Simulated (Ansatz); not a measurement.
## Si: relaxation of cell and atoms

Computed with DFT, PBE, PAW with Ansatz's default frozen-core files, scalar-relativistic in Ansatz 0.2.0.

Command: `ansatz run input.yaml --threads 1 --pin off --max-ram 2048MiB --backend cpu --events-out ev --progress --plain --runs-dir out` The run took 6.1 s on 1 thread of Arm Neoverse V1, with other jobs on the host, peak memory 0.32 GiB.

```yaml
crystal:
  lattice:
    - [0.0, 2.7611341602, 2.7611341602]
    - [2.7611341602, 0.0, 2.7611341602]
    - [2.7611341602, 2.7611341602, 0.0]
  atoms:
    - { symbol: Si, position: [0.0, 0.0, 0.0] }
    - { symbol: Si, position: [0.25, 0.25, 0.25] }
kpoints:
  mp_grid: { grid: [13, 13, 13] }
scf:
  occupations: { method: fermi_dirac, width: 0.05 }
hamiltonian:
  xc: pbe
  pseudopotentials: { kind: paw }
output:
  forces: true
  stress: true
relax:
  f_tol: 0.005
  max_steps: 80
  cell: {}
```

The cell is built from the diamond type as a first guess.

The cutoff is 420 eV; energies and pressures of the walk include the program's estimate of the Pulay term.

Each frame lists the cell vectors (Å), then Cartesian positions (Å); symmetry keeps all forces zero. Free energies count from the first step, -1271.6114 eV.

The walk took 4 evaluations in all; steps that aren't listed are left out.

Step 1: E = 0.0 meV, P = -2.37 GPa

```
cell 0.0000 2.7611 2.7611 2.7611 0.0000 2.7611 2.7611 2.7611 0.0000
Si    0.0000    0.0000    0.0000
Si    1.3806    1.3806    1.3806
```

Step 2: E = -8.6 meV, P = -0.53 GPa

```
cell 0.0000 2.7407 2.7407 2.7407 0.0000 2.7407 2.7407 2.7407 0.0000
Si    0.0000    0.0000    0.0000
Si    1.3703    1.3703    1.3703
```

(1) How does the relaxation end?

Results:

(1) It converges, with a = 5.470 Å, b = 5.470 Å, c = 5.470 Å, α = 90.00°, β = 90.00°, γ = 90.00° (conventional cell, space group Fd-3m). The last solve (on a basis chosen afresh for the final cell, so its energy is not quite comparable) gives E = -8.9 meV, P = 0.02 GPa:
```
cell 0.0000 2.7349 2.7349 2.7349 0.0000 2.7349 2.7349 2.7349 0.0000
Si    0.0000    0.0000    0.0000
Si    1.3675    1.3675    1.3675
```
